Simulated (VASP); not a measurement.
The system is Rh.

```
Rh
1.0
    -1.51103    1.51103    1.51103
     1.51103   -1.51103    1.51103
     1.51103    1.51103   -1.51103
Rh
1
Direct
  0.00000 0.00000 0.00000
```

This isn't the form of Rh at room conditions, which is fcc.

```yaml
Program: VASP 6.6.1
Task: relaxation of cell and atoms
Functional: RPBE
Potentials_or_basis: VASP PAW PBE potentials, release 64 (Rh_pv)
Cutoff: 600 eV
k_mesh: 20 × 20 × 20
Occupations: gaussian, width 0.1 eV
Spin: no spin polarisation
```

At the start: pressure 17.0 GPa; volume 13.80 Å³/atom.

**Question.** How do energy, volume and symmetry change on relaxing?

**Answer.** Over 18 steps the energy falls by 47.1 meV/atom and the volume is 14.75 Å³/atom (+6.9 %); space group Im-3m (No. 229, to 0.05 Å).

The path:
| step | energy change (eV) | largest force (eV/Å) | pressure (GPa) | volume (Å³) |
| --- | --- | --- | --- | --- |
| 1 | 0.0000 | 0.0000 | 17.04 | 13.80 |
| 2 | 0.1170 | 0.0000 | -20.61 | 16.94 |
| 3 | -0.0470 | 0.0000 | -0.68 | 14.79 |
| 4 | -0.0471 | 0.0000 | -0.08 | 14.75 |
| 5 | -0.0471 | 0.0000 | 0.16 | 14.73 |
| 6 | -0.0471 | 0.0000 | 0.22 | 14.73 |
| 7 | -0.0471 | 0.0000 | 0.21 | 14.73 |
| 8 | -0.0471 | 0.0000 | 0.20 | 14.73 |
| 9 | -0.0471 | 0.0000 | 0.21 | 14.73 |
| 10 | -0.0471 | 0.0000 | 0.21 | 14.73 |
| 11 | -0.0471 | 0.0000 | 0.20 | 14.73 |
| 12 | -0.0471 | 0.0000 | 0.20 | 14.73 |
| 13 | -0.0471 | 0.0000 | 0.20 | 14.73 |
| 14 | -0.0471 | 0.0000 | 0.19 | 14.74 |
| 15 | -0.0471 | 0.0000 | 0.18 | 14.74 |
| 16 | -0.0471 | 0.0000 | 0.17 | 14.74 |
| 17 | -0.0471 | 0.0000 | 0.13 | 14.74 |
| 18 | -0.0471 | 0.0000 | 0.05 | 14.75 |

Final structure:
```
Rh
1.0
    -1.54479    1.54479    1.54479
     1.54479   -1.54479    1.54479
     1.54479    1.54479   -1.54479
Rh
1
Cartesian
  0.0000 0.0000 0.0000
```

Caveat: the PAW data sets were made with another functional, which shifts forces and pressure a little.
